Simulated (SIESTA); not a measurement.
Au:

```
Au
1.0
     0.00000    2.03500    2.03500
     2.03500    0.00000    2.03500
     2.03500    2.03500    0.00000
Au
1
Direct
  0.00000 0.00000 0.00000
```

Base run:

```yaml
Program: SIESTA 5.4.2
Functional: PBEsol
Potentials_or_basis: PseudoDojo 0.4 standard (PBEsol files)
Basis: DZP (energy shift 0.003 Ry; two zetas on semicore shells)
Grid_cutoff: 800 Ry
Energy_shift: 0.003 Ry
k_mesh: 11 × 11 × 11
Occupations: fermi-dirac, width 0.05 eV
Spin: no spin polarisation
```

Its results: band gap on the k mesh none (metal or under the smearing width); pressure 3.2 GPa.

Question: After a change of settings the same cell gave: band gap on the k mesh none (metal or under the smearing width); pressure -1.2 GPa. Which change was it?
A. basis from DZP (energy shift 0.003 Ry; two zetas on semicore shells) to SZ (energy shift 0.003 Ry)
B. basis from DZP (energy shift 0.003 Ry; two zetas on semicore shells) to DZ (energy shift 0.003 Ry; two zetas on semicore shells)
C. basis from DZP (energy shift 0.003 Ry; two zetas on semicore shells) to TZP (energy shift 0.003 Ry; two zetas on semicore shells)
D. basis from DZP (energy shift 0.003 Ry; two zetas on semicore shells) to SZP (energy shift 0.003 Ry)

Answer: D.

Caveats: short orbitals over semicore shells can move pressures by several GPa; spin-orbit coupling is left out, which moves the levels of the heavy elements; the basis of atomic orbitals isn't converged, which shifts pressures, moduli and gaps.

Runs at the PBE level aren't shown here.
